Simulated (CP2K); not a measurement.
CuO:

```
Cu O
1.0
     3.28802    0.00000    0.00000
    -1.64401    2.84751    0.00000
     0.00000    0.00000    5.38502
Cu O
2 2
Cartesian
  1.6440 0.9492 0.0000
  0.0000 1.8983 2.6925
  1.6440 0.9492 3.3667
  0.0000 1.8983 0.6742
```

Measurements of this composition are mostly on another form, of space group No. 15.

Base run:

```yaml
Program: CP2K 2026.2
Functional: PBEsol
Potentials_or_basis: POTENTIAL_UZH Cu GTH-PBE-q11, O GTH-PBE-q6; TZVP-MOLOPT-PBE-GTH basis
Density_cutoff: 11565 eV
k_mesh: 9 × 9 × 5
Occupations: fermi-dirac, width 0.05 eV
Spin: no spin polarisation
```

Its results: band gap on the k mesh none (metal or under the smearing width); pressure -13.2 GPa; largest force 0.084 eV/Å.

Question: After a change of settings the same cell gave: band gap on the k mesh none (metal or under the smearing width); pressure -7.5 GPa; largest force 0.083 eV/Å. Which change was it?
A. functional from PBEsol to PBE
B. functional from PBEsol to TASK
C. functional from PBEsol to LDA
D. functional from PBEsol to WC

Answer: A.

PBE binds less tightly than PBEsol, so the same cell stands under more pressure.

Caveats: the basis of atomic orbitals isn't converged, which shifts pressures, moduli and gaps; the run has no spin polarisation, though such a crystal can be magnetic; semilocal functionals often make such compounds metallic where correlation or magnetic order opens a gap, which also shifts bond lengths; the potentials were made for another functional, which shifts forces and pressure (some runs).
